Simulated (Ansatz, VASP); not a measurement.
# Two plane-wave programs on PbF2

INCAR

```
SYSTEM = PbF2
PREC = Accurate ; ENCUT = 520
EDIFF = 1E-6 ; ISMEAR = 0
SIGMA = 0.02 ; LREAL = .False.
LASPH = .True. ; NELM = 60
ALGO = Normal ; ISIF = 2
LWAVE = .False. ; LCHARG = .True.
GGA = PE ; LELF = .True.
LVHAR = .True. ; NBANDS = 21
```

Contents of KPOINTS:

```
Automatic mesh
0
Gamma
  8 8 8
  0 0 0
```

Contents of POSCAR:

```
PbF2
1.0
    0.0000000000      3.0541046445      3.0541046445
    3.0541046445      0.0000000000      3.0541046445
    3.0541046445      3.0541046445      0.0000000000
Pb F
1 2
Direct
    0.0000000000      0.0000000000      0.0000000000
    0.2500000000      0.2500000000      0.2500000000
    0.7500000000      0.7500000000      0.7500000000
```

Input for Ansatz:

```yaml
crystal:
  lattice:
    - [0.0, 3.0541046445, 3.0541046445]
    - [3.0541046445, 0.0, 3.0541046445]
    - [3.0541046445, 3.0541046445, 0.0]
  atoms:
    - { symbol: Pb, position: [0.0, 0.0, 0.0] }
    - { symbol: F, position: [0.25, 0.25, 0.25] }
    - { symbol: F, position: [0.75, 0.75, 0.75] }
basis:
  ecutwfc: 420
kpoints:
  mp_grid: { grid: [8, 8, 8] }
hamiltonian:
  xc: pbe
scf:
  occupations: { method: gaussian, width: 0.02 }
output:
  forces: true
  stress: true
  eigenvalues: true
```

Alike in both runs: task single point; functional PBE; k mesh 8 × 8 × 8; occupations gaussian, width 0.02 eV; no spin polarisation.

```csv
,VASP,Ansatz
version,VASP 6.6.1,Ansatz 0.2.0
potentials or method,"VASP PAW PBE potentials, release 64 (Pb_d, F)","scalar-relativistic, plane waves, PAW"
plane-wave cutoff (eV),520,420
valence electrons in the cell,28,28
```

```csv
,VASP,Ansatz,Ansatz less VASP
gap on the k mesh at the Fermi level (eV),4.38,4.39,+0.006
least direct gap on the mesh (eV),4.54,4.55,+0.003
pressure (GPa),-3.3,-3.1,+0.20
```

Caveats: spin-orbit coupling is left out, which as a rule narrows the gap of such compounds by several tenths of an eV. A k mesh can miss the band edges.
